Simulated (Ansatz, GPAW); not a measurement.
# Geometry or basis: what sets the conductance of propane-1,3-dithiol between two Al chains, part 5 of 5

Aim: the conductance of propane-1,3-dithiol between two Al chains after relaxation, and whether geometry, basis or functional moves it most.

GPAW 26.7.0 and Ansatz 0.2.0; Ansatz plane waves; relaxation of the junction with the lead ends held; PAW set soft_1 (the session's first sound run).

So far, transmission at the Fermi level (one spin): step 3 (plane waves, PBE) 2.5e-4; step 5 (GPAW, szp: basis = "szp(dzp)", PBE, GPAW) 4.1e-4; step 6 (GPAW, sz: basis = "sz(dzp)", PBE, GPAW) 4.9e-4; step 7 (revPBE in the dzp basis: xc = "revPBE") 2.7e-4; step 8 (the structure as built: geometry = "as built", PBE, GPAW) 0.985. Also open channels of the lead at the Fermi level (one spin): 2 in steps 3, 4 and 8.

### Step 11. Smearing 0.2: width = 0.2

Smearing helps the SCF of a metal converge, but it blurs occupations at band edges near the Fermi level.

This step: GPAW LCAO, PAW setups; Landauer transmission from Green's functions with principal layers (ASE), zero bias (GPAW 26.7.0).

File run.py:

```python
import json
import numpy as np
from ase import Atoms
from ase.transport.calculators import TransportCalculator
from gpaw import GPAW, FermiDirac
from gpaw.lcao.tools import get_lcao_hamiltonian
from scipy.linalg import eigh

# The junction with lead layers at both ends, along the third cell vector
device = Atoms(
    ['Al', 'Al', 'Al', 'Al', 'Al', 'Al', 'Al', 'S', 'H', 'H', 'C', 'H', 'C', 'H', 'C', 'H', 'H', 'S', 'Al', 'Al', 'Al', 'Al', 'Al', 'Al', 'Al'],
    positions=[
        [5.91547, 6.08304, 1.20000],
        [5.91547, 6.08304, 3.60000],
        [5.91547, 6.08304, 6.00000],
        [5.91547, 6.08304, 8.40000],
        [5.91547, 6.08304, 10.80000],
        [5.82459, 7.90218, 12.54402],
        [5.93764, 5.83221, 13.99670],
        [6.00478, 4.45217, 15.76912],
        [5.16261, 6.22849, 17.23366],
        [6.94347, 6.15738, 17.24961],
        [6.02721, 5.55345, 17.27652],
        [5.06920, 4.07941, 18.55112],
        [5.98322, 4.69116, 18.55063],
        [6.83278, 3.99237, 18.54995],
        [6.02883, 5.55299, 19.82489],
        [6.94485, 6.15731, 19.85107],
        [5.16391, 6.22744, 19.86992],
        [6.00989, 4.45006, 21.33132],
        [5.93767, 5.83212, 23.10194],
        [5.82038, 7.89975, 24.55710],
        [5.91547, 6.08304, 26.30331],
        [5.91547, 6.08304, 28.70331],
        [5.91547, 6.08304, 31.10331],
        [5.91547, 6.08304, 33.50331],
        [5.91547, 6.08304, 35.90331]],
    cell=[[11.83094, 0.0, 0.0], [0.0, 12.16608, 0.0], [0.0, 0.0, 37.10331]],
    pbc=True)

# One principal layer of the lead: the first 4 atoms of the device
lead = Atoms(
    ['Al', 'Al', 'Al', 'Al'],
    positions=[
        [5.91547, 6.08304, 1.20000],
        [5.91547, 6.08304, 3.60000],
        [5.91547, 6.08304, 6.00000],
        [5.91547, 6.08304, 8.40000]],
    cell=[[11.83094, 0.0, 0.0], [0.0, 12.16608, 0.0], [0.0, 0.0, 9.6]],
    pbc=True)

settings = dict(mode='lcao', basis='dzp', xc='PBE', h=0.2,
                occupations=FermiDirac(0.2), maxiter=250,
                mixer=dict(beta=0.1, nmaxold=8, weight=100.0),
                convergence=dict(density=0.0001))
energies = np.arange(-2, 2 + 1e-9, 0.025)
eta = 0.0001
n1, n2 = 1, 1
# k and -k transmit alike, so half of the mesh across the current serves
mesh = [(i, j) for i in range(n1) for j in range(n2) if (i, j) <= (-i % n1, -j % n2)]
weights = np.array([1 if (i, j) == (-i % n1, -j % n2) else 2 for i, j in mesh]) / (n1 * n2)


def ground_state(atoms, size, txt):
    atoms.calc = GPAW(kpts={'size': size, 'gamma': True}, symmetry={'tolerance': 1e-3}, txt=txt, **settings)
    atoms.get_potential_energy()
    return atoms.calc.get_fermi_level()


def blocks(atoms, fermi, points, nz, cells):
    """H - E_F S and S between cell 0 and the cells above it, at each point across the current."""
    kz = np.arange(nz) / nz
    calc = atoms.calc.fixed_density(kpts=[(*k, z) for k in points for z in kz], symmetry='off', txt=None)
    H, S = get_lcao_hamiltonian(calc)
    H = (H - fermi * S).reshape(len(H), len(points), nz, *S.shape[1:])
    S = S.reshape(H.shape[1:])
    phases = [np.exp(-2j * np.pi * kz * R) / nz for R in cells]
    return [(np.einsum('skzij,z->ksij', H, p), np.einsum('kzij,z->kij', S, p)) for p in phases]


def pair(a, b):
    return np.block([[a, b], [b.T.conj(), a]])


def count_channels(h, s, cells, nk=240):
    """Half the number of times that the lead's bands cross each energy, unfolded to its shortest repeat."""
    b = len(h) // cells
    bands = []
    for k in (np.arange(nk + 1) + 0.5) / nk:
        hk, sk = h[:b, :b].copy(), s[:b, :b].copy()
        for R in range(1, cells):
            phase, block = np.exp(2j * np.pi * k * R), slice(R * b, (R + 1) * b)
            hk += h[:b, block] * phase + (h[:b, block] * phase).T.conj()
            sk += s[:b, block] * phase + (s[:b, block] * phase).T.conj()
        w, u = eigh(sk)
        x = u[:, w > 1e-5] / w[w > 1e-5]**0.5  # drop near-dependent combinations
        bands.append(np.r_[eigh(x.T.conj() @ hk @ x, eigvals_only=True), [1e9] * (w <= 1e-5).sum()])
    below = np.array(bands)[:, :, None] < energies
    return (below[1:] != below[:-1]).sum((0, 1)) / 2


fermi_lead = ground_state(lead, (1, 1, 12), 'lead.txt')
fermi_device = ground_state(device, (1, 1, 2), 'device.txt')
T, channels, eigen, tail, misfit, shifts = [], [], [], 0.0, 0.0, []
for first in range(0, len(mesh), 177):
    points = [(i / n1, j / n2) for i, j in mesh[first:first + 177]]
    (H0k, S0k), (H1k, S1k), (H2k, _) = blocks(lead, fermi_lead, points, 5, range(3))
    [(Hk, Sk)] = blocks(device, fermi_device, points, 2, [0])
    tail = max(tail, abs(H2k).max())
    for H0, S0, H1, S1, H, S in zip(H0k, S0k, H1k, S1k, Hk, Sk):
        n = len(S0)
        # Shift the lead onto the potential of the device's first layer
        shift = ((H[:, 0, 0] - H0[:, 0, 0]) / S0[0, 0]).real.mean()
        shifts.append(shift)
        misfit = max(misfit, abs(H[:, :n, :n] - H0 - shift * S0).max())
        Tk, Ck, Ek = [], [], []
        for s in range(len(H)):
            t = s % len(H0)  # a lead without moments serves both spins
            h1, s1 = pair(H0[t] + shift * S0, H1[t] + shift * S1), pair(S0, S1)
            leads = dict(h1=h1, s1=s1, energies=energies, eta=eta, eta1=eta, eta2=eta)
            calc = TransportCalculator(h=H[s], s=S, eigenchannels=3, **leads)
            Tk.append(calc.get_transmission())
            Ek.append(np.sort(calc.eigenchannels_ne, axis=0)[::-1])
            Ck.append(count_channels(h1, s1, 8))
        T.append(Tk)
        channels.append(Ck)
        eigen.append(Ek)
T, channels = np.array(T), np.array(channels)
mean, open_channels = np.einsum('kse,k->se', T, weights), np.einsum('kse,k->se', channels, weights)

print(f'basis functions: device {len(S)}, principal layer {n}')
print(f'Fermi level: lead {fermi_lead:.4f} eV, device {fermi_device:.4f} eV; lead shifted by {np.mean(shifts):.4f} eV')
print(f'largest coupling past the next layer {tail:.2e} eV, largest misfit of the first layer {misfit:.3f} eV')
print('  E-E_F (eV)   ' + 'T (one spin)  channels')
for e, t, c in zip(energies, mean.T, open_channels.T):
    print(f'{e:10.3f}  ', *[f'{x:11.4e}' for x in t], *[f'{x:9.4f}' for x in c])

kT = 8.617333e-5 * 300
fine = np.linspace(energies[0], energies[-1], 4001)
both = np.exp(np.interp(fine, energies, np.log(np.maximum(mean.sum(0) * 2 / len(mean), 1e-30))))
fermi = lambda mu: 1 / (1 + np.exp(np.clip((fine - mu) / kT, -200, 200)))
slope = fermi(0) * (1 - fermi(0)) / kT
G = np.trapezoid(both * slope, fine) / 2
seebeck = -np.trapezoid(both * slope * fine, fine) / (2 * G * 300) * 1e6
print(f'conductance at 300 K: {G:.5g} G0 a cell; thermopower {seebeck:.4g} uV/K')
bias = [0.1, 0.2, 0.5, 1.0, 1.5, 2.0]
current = [38.74 * np.trapezoid(both * (fermi(V / 2) - fermi(-V / 2)), fine) for V in bias]
for V, I in zip(bias, current):
    print(f'current from the zero-bias T(E) at {V} V: {I:.5g} uA')
zero = abs(energies).argmin()
json.dump(dict(energies=energies.tolist(), T=mean.tolist(), channels=open_channels.tolist(), G=G, seebeck=seebeck,
               bias=bias, current=current, tail=tail, misfit=misfit, shift=np.mean(shifts), n_device=len(S), n_lead=n,
               fermi=[fermi_lead, fermi_device], energy=device.get_potential_energy(),
               moments=device.get_magnetic_moments().tolist(), mesh=mesh, weights=weights.tolist(),
               T_k=T[:, :, zero].tolist(), eigen=np.array(eigen[0]).tolist()), open('result.json', 'w'))
```

Launch:

```bash
OMP_NUM_THREADS=1 OPENBLAS_NUM_THREADS=1 python run.py
```

The log of the run:

```text
basis functions: device 277, principal layer 52
Fermi level: lead -3.5463 eV, device -3.3592 eV; lead shifted by 0.0139 eV
largest coupling past the next layer 1.90e-15 eV, largest misfit of the first layer 0.044 eV
  E-E_F (eV)   T (one spin)  channels
    -2.000    5.8718e-06    1.0000
    -1.975    3.1822e-06    1.0000
    -1.950    2.7823e-05    1.0000
    -1.925    1.1324e-05    1.0000
    -1.900    5.9508e-06    1.0000
    -1.875    3.9739e-06    1.0000
    -1.850    2.8443e-06    1.0000
    -1.825    2.1630e-06    1.0000
    -1.800    1.8134e-06    1.0000
    -1.775    1.7859e-06    1.0000
    -1.750    2.2025e-06    1.0000
    -1.725    3.4884e-06    1.0000
    -1.700    6.9054e-06    1.0000
    -1.675    1.6276e-05    1.0000
    -1.650    4.4365e-05    1.0000
    -1.625    1.4216e-04    1.0000
[...]
1.825    1.3418e-01    3.0000
     1.850    1.1925e-01    3.0000
     1.875    1.0676e-01    3.0000
     1.900    9.6233e-02    3.0000
     1.925    8.7283e-02    3.0000
     1.950    7.9619e-02    3.0000
     1.975    7.3007e-02    3.0000
     2.000    6.7263e-02    3.0000
conductance at 300 K: 0.00028436 G0 a cell; thermopower 1.358 uV/K
current from the zero-bias T(E) at 0.1 V: 0.0021963 uA
current from the zero-bias T(E) at 0.2 V: 0.0043514 uA
current from the zero-bias T(E) at 0.5 V: 0.010172 uA
current from the zero-bias T(E) at 1.0 V: 0.015077 uA
current from the zero-bias T(E) at 1.5 V: 0.016131 uA
current from the zero-bias T(E) at 2.0 V: 0.020977 uA
```

The job ended after 88 s (1 thread of Arm Neoverse V1, shared host; peak memory 1.9 GiB).

This step gave:

| Property | Result |
| --- | --- |
| conductance | 2.84e-4 G₀ |
| largest coupling past the next principal layer | 1.90e-15 eV |
| largest misfit of the first principal layer | 0.04432 eV |
| shift that aligns the lead | 0.01394 eV |
| transmission at the Fermi level (one spin) | 2.87e-4 |

One spin. The transmission, zone mean by energy, zero at the Fermi level:

```
energy (eV)  transmission, zone mean
     -2.000                   5.9e-6
     -1.800                   1.8e-6
     -1.600                   5.9e-4
     -1.550                    0.325
     -1.400                  0.00362
     -1.200                  5.4e-12
     -1.000                  2.9e-12
     -0.800                        0
     -0.600                        0
     -0.400                   5.2e-5
     -0.200                   2.5e-4
      0.000                   2.9e-4
      0.200                   2.4e-4
      0.400                   1.5e-4
      0.600                   5.9e-5
      0.800                   8.8e-6
      1.000                   7.7e-4
      1.200                    0.102
      1.400                    0.896
      1.450                    0.923
      1.600                    0.549
      1.800                    0.152
      2.000                   0.0673
```

Crossings of the lead's bands, unfolded to its shortest repeat. Table of open channels, zone mean by energy, zero at the Fermi level:

```
energy (eV)  open channels, zone mean
     -2.000                         1
     -1.800                         1
     -1.600                         1
     -1.400                         1
     -1.200                         0
     -1.000                         0
     -0.800                         0
     -0.600                         0
     -0.400                         2
     -0.200                         2
      0.000                         2
      0.200                         2
      0.400                         2
      0.600                         2
      0.800                         2
      1.000                         3
      1.200                         3
      1.400                         3
      1.600                         3
      1.800                         3
      2.000                         3
```

Not self-consistent under bias; the bias window is split evenly. Table of current through one cell, from the zero-bias transmission by bias:

```
bias (V)  current through one cell, from the zero-bias transmission (nA)
   0.100                                                            2.20
   0.200                                                            4.35
   0.500                                                            10.2
   1.000                                                            15.1
   1.500                                                            16.1
   2.000                                                            21.0
```

Table of transmission of the three most open eigenchannels by energy, zero at the Fermi level:

```
energy (eV)  channel 1  channel 2  channel 3
     -1.700     6.9e-6          0          0
     -1.600     5.9e-4          0          0
     -1.500    0.00814          0          0
     -1.400    0.00362          0          0
     -1.300    1.7e-10          0          0
     -1.200    5.4e-12          0          0
     -1.100    1.9e-12          0          0
     -1.000    2.9e-12          0          0
     -0.900     1.5e-9          0          0
     -0.800          0          0          0
     -0.700          0          0          0
     -0.600          0          0          0
     -0.500          0          0          0
     -0.400     2.9e-5     2.3e-5          0
     -0.300     1.2e-4     6.9e-5          0
     -0.200     1.8e-4     6.9e-5          0
     -0.100     2.3e-4     4.9e-5          0
      0.000     2.5e-4     3.3e-5          0
      0.100     2.5e-4     2.2e-5          0
      0.200     2.2e-4     1.5e-5          0
      0.300     1.8e-4     9.2e-6          0
      0.400     1.4e-4     5.4e-6          0
      0.500     9.8e-5     2.9e-6          0
      0.600     5.8e-5     1.4e-6          0
      0.700     2.7e-5     5.6e-7          0
      0.800     8.6e-6     1.6e-7          0
      0.900     1.3e-5     1.9e-7     4.7e-9
      1.000     7.7e-4     1.0e-6     9.9e-8
      1.100    0.00802     6.1e-7     3.2e-7
      1.200      0.102     6.5e-7     1.1e-7
      1.300      0.758     1.1e-6     3.3e-8
      1.400      0.896     1.6e-6     5.3e-7
      1.500      0.889     2.3e-6     1.7e-6
      1.600      0.549     3.9e-6     2.8e-6
      1.700      0.275     7.3e-6     3.6e-6
      1.800      0.152     1.3e-5     4.6e-6
      1.900     0.0962     2.1e-5     5.8e-6
      2.000     0.0672     3.5e-5     7.4e-6
```

The conductance, 2.8e-4 G₀, lies 3.3 % below that of the dzp run.

### Step 12. Summary of results

```
conductance                                        : 2.9e-4 G₀
transmission at the Fermi level, mean of the spins : 3.0e-4
thermopower                                        : 3.26 μV/K
open channels of the lead there                    : 2
```

**Reading.** In the dzp basis the junction conducts 2.9e-4 G₀ at 300 K, with T = 3.0e-4 a spin at the Fermi level; no smaller basis tried comes within 10 % of that conductance. Relaxation moved atoms by up to 3.6 Å and took the conductance from 0.830 to 2.9e-4 G₀, as a ratio a larger change than the step from dzp to the minimal basis. Plane waves (PBE) give T = 2.5e-4 there. The junction is in the tunnelling regime at the Fermi level. Measured against the first run (pw-pbe), the nearest curve is that of dzp (r.m.s. 0.076) and the farthest that of asbuilt (0.38). Over the compared runs wall time goes from 53 s (sz) to 11968 s (pw-pbe), on a shared host; the plane-wave run used 4 threads and the orbital runs 1. Moves of this size go well beyond a change of bond lengths: the free chain atoms or the scatterer took up a new arrangement, and the name in the title describes the start. The leads kept an estimated spacing and the cell its length, so the junction may be under some tension or compression. Semilocal functionals put molecular levels too near the Fermi level, so such conductances usually come out too high, and chain electrodes have a sharper density of states than real ones. An evenly spaced straight chain is an idealisation: free chains tend to dimerise, zigzag or, where a band edge lies near the Fermi level, turn magnetic. The currents use the zero-bias T(E) throughout, which holds only while the bias is small against the distance to the nearest feature.

[Logs are printed without paths, hosts, clocks, repeated set-up lines and the standing remarks that a program may print on its own settings, such as how far it seeks lower states.]

[Hosts, paths, dates, database ids (printed as entryN), source tags and the programs' standing remarks are cut or masked in the printed files.]
